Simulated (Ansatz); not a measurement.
Runs of Ansatz 0.2.0 on PtSe2 (Sudovikovite). The structure is trigonal, space group P-3m1 (No. 164). The conventional cell has a = 3.724 Å, b = 3.724 Å, c = 5.062 Å, α = 90.00°, β = 90.00°, γ = 120.00°. Pt (site symmetry -3m) has 6 Se at 2.49 Å as nearest neighbours. Se (site symmetry 3m) is surrounded by 3 Pt at 2.49 Å. 

| task | level | spin | cell | k mesh | cutoff (eV) | points for each segment of the path | gap on the mesh (eV) | pressure (GPa) | relaxed volume (Å³/atom) | largest force (eV/Å) |
| --- | --- | --- | --- | --- | --- | --- | --- | --- | --- | --- |
| relaxation of cell and atoms | BLYP | off | relaxed | 8 × 8 × 5 | 420 | - | 1.29 | 0.0 | 38.49 | - |
| phonons | LDA | off | as given | 6 × 6 × 4 | 420 | - | none | - | - | - |
| band structure | r2SCAN | SOC, no magnetisation | as given | 6 × 6 × 4 | 500 | 14 | none | 4.9 | - | (b) |
| relaxation of cell and atoms | RPBE+D4 | off | relaxed | 8 × 8 × 5 | 420 | - | - | 0.0 | 19.09 | - |
| relaxation of cell and atoms | RPBE+D3(BJ) | off | relaxed | 8 × 8 × 5 | 420 | - | - | 0.0 | (a) | - |
| relaxation of cell and atoms | revPBE+D4 | off | relaxed | 8 × 8 × 5 | 420 | - | - | 0.0 | 19.28 | - |
| phonons | PBEsol | off | as given | 6 × 6 × 4 | 420 | - | none | - | - | - |
| band structure | r2SCAN | off | as given | 8 × 8 × 5 | 500 | 14 | none | 4.9 | - | 0.37 |

Alike in all rows: potentials or basis Ansatz PAW; smearing fermi-dirac 0.05 eV.

**Question.** Fill in the values left out.

**Answer.** (a) 16.38; (b) 0.36.

Caveats: the PAW data sets come from PBE, with cores solved anew for the run's functional, which leaves a small shift of forces and pressure; the plane-wave basis is chosen anew once the cell has moved, so the energies of steps on either side of that aren't comparable (some runs); the volume moved by over 15 % at a fixed basis, so the end points are rough (some runs); spin-orbit coupling is left out, which moves the levels of the heavy elements (some runs); odd divisions of the mesh miss points on the zone boundary, where band edges often lie, so the gap on the mesh can be too wide (some runs); the volume moved by +90 % from the deposited cell, more than functionals usually miss (some runs); the volume moved by -19 % from the deposited cell, more than functionals usually miss (some runs).

A k mesh can miss the band edges, and rows without SOC leave out spin-orbit coupling on Pt, Se.

A gap of «none» marks a metal or a gap under the smearing width.

Runs at the PBE level aren't shown here.
